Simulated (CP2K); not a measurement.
Runs of CP2K 2026.2 on Tc. It takes space group P6_3/mmc (No. 194, hexagonal). Conventional cell: a = 2.740 Å, b = 2.740 Å, c = 4.398 Å, α = 90.00°, β = 90.00°, γ = 120.00°. Tc (site symmetry -6m2) has 12 Tc at 2.71 to 2.74 Å as nearest neighbours. 

```csv
level,potentials or basis,smearing,EPS_DEFAULT,basis sets,potentials,points a segment of the path (NPOINTS),bands added on the path,gap on the mesh (eV),pressure (GPa)
PBE,POTENTIAL_UZH Tc GTH-PBE-q15; TZVP-MOLOPT-PBE-GTH basis,fermi-dirac 0.1 eV,1.0E-9,Tc TZVP-MOLOPT-PBE-GTH-q15,Tc GTH-PBE-q15 of POTENTIAL_UZH,10,6,none,7.1
LDA,GTH_POTENTIALS Tc GTH-PADE-q15; TZVP-MOLOPT-PBE-GTH basis,fermi-dirac 0.05 eV,1.0E-9,Tc TZVP-MOLOPT-PBE-GTH-q15,Tc GTH-PADE-q15 of GTH_POTENTIALS,8,4,none,-8.8
PBEsol,POTENTIAL_UZH Tc GTH-PBE-q15; TZVP-MOLOPT-PBE-GTH basis,fermi-dirac 0.1 eV,1.0E-10,Tc TZVP-MOLOPT-PBE-GTH-q15,Tc GTH-PBE-q15 of POTENTIAL_UZH,8,6,none,(b)
PBE,POTENTIAL_UZH Tc GTH-PBE-q15; TZVP-MOLOPT-PBE-GTH basis,fermi-dirac 0.05 eV,1.0E-9,Tc TZVP-MOLOPT-PBE-GTH-q15,Tc GTH-PBE-q15 of POTENTIAL_UZH,8,6,none,6.9
r2SCAN,POTENTIAL_UZH Tc GTH-SCAN-q15; TZVP-MOLOPT-SCAN-GTH basis,fermi-dirac 0.0259 eV,1.0E-9,Tc TZVP-MOLOPT-SCAN-GTH-q15,Tc GTH-SCAN-q15 of POTENTIAL_UZH,10,4,none,(a)
```

Alike in all rows: task band structure; no spin polarisation; cell as given; k mesh 11 × 11 × 6.

**Question.** Fill in the values left out.

**Answer.** (a) 4.8; (b) -1.9.

Caveats: the basis of atomic orbitals isn't converged, which shifts pressures, moduli and gaps; the potentials were made for another functional, which shifts forces and pressure (some runs).

A k mesh can miss the band edges, and the runs leave out spin-orbit coupling on Tc.

A gap of «none» marks a metal or a gap under the smearing width.
